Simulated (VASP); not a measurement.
Wanted: the native input for a VASP 6.6.1 run.

- Task: single point
- Functional: PBE
- Potentials or basis: VASP PAW PBE potentials, release 64 (Sb)
- Cutoff: 520 eV
- k mesh: 12 × 12 × 12
- Occupations: fermi-dirac, width 0.08 eV
- Spin: no spin polarisation
- Dipole correction: no
- Further INCAR settings: ALGO = Normal; EDIFF = 1e-07; NBANDS = 8

The structure of Sb lies in POSCAR:

```
Sb
1.0
    3.1600000000      0.0000000000      0.0000000000
    0.0000000000      3.1600000000      0.0000000000
    0.0000000000      0.0000000000      3.1600000000
Sb
1
Direct
    0.0000000000      0.0000000000      0.0000000000
```

This isn't the form of Sb at room conditions, which is rhombohedral.

These files were run (other wordings do the same):

INCAR

```
PREC = Accurate ; ENCUT = 520
EDIFF = 1E-7 ; ISMEAR = -1
SIGMA = 0.08 ; LREAL = F
LASPH = T ; NELM = 80
ALGO = Normal ; ISIF = 2
LWAVE = F ; LCHARG = T
GGA = PE ; LELF = T
LVHAR = T ; NBANDS = 8
```

KPOINTS

```
regular mesh
0
Gamma
  12 12 12
```

Potentials or basis: VASP PAW PBE potentials, release 64 (Sb).

The run is started by

```console
$ cat potpaw_PBE.64/Sb/POTCAR > POTCAR
$ mpirun -np 1 vasp_std > vasp.out
```

It gave:

* Pressure: -2.3 GPa
* Band gap on the k mesh: none (metal or under the smearing width)

Run time: 6.6 s on 1 thread of Intel(R) Xeon(R) Platinum 8488C (Sapphire Rapids), on a shared host, peak memory 0.14 GiB.
